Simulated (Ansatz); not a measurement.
**AlPt in Ansatz: the effect of functional**

AlPt:

```
Pt Al
1.0
     3.02844    0.00000    0.00000
     0.00000    3.02844    0.00000
     0.00000    0.00000    3.02844
Pt Al
1 1
Direct
  0.50000 0.50000 0.50000
  0.00000 0.00000 0.00000
```

Measurements of this composition are mostly on another form, of space group No. 198.

The cell isn't the ideal one: volume scaled by 0.94.

Alike in all runs:

| Item | Value |
| --- | --- |
| Program | Ansatz 0.2.0 |
| Task | single point |
| Potentials or basis | Ansatz PAW |
| k mesh | 9 × 9 × 9 |
| Occupations | fermi-dirac, width 0.05 eV |
| Spin | no spin polarisation |

```csv
functional,cutoff,pressure (GPa)
LDA,420 eV (not typed: the program's choice for these potentials),?
PBEsol,420 eV (not typed: the program's choice for these potentials),6.8
r2SCAN,500 eV (not typed: the program's choice for these potentials),8.2
```

Task: What does the run with functional LDA give?

Result: Pressure 2.2 GPa.

Caveats: the PAW data sets come from PBE, with cores solved anew for the run's functional, which leaves a small shift of forces and pressure.

Runs at the PBE level aren't shown here.
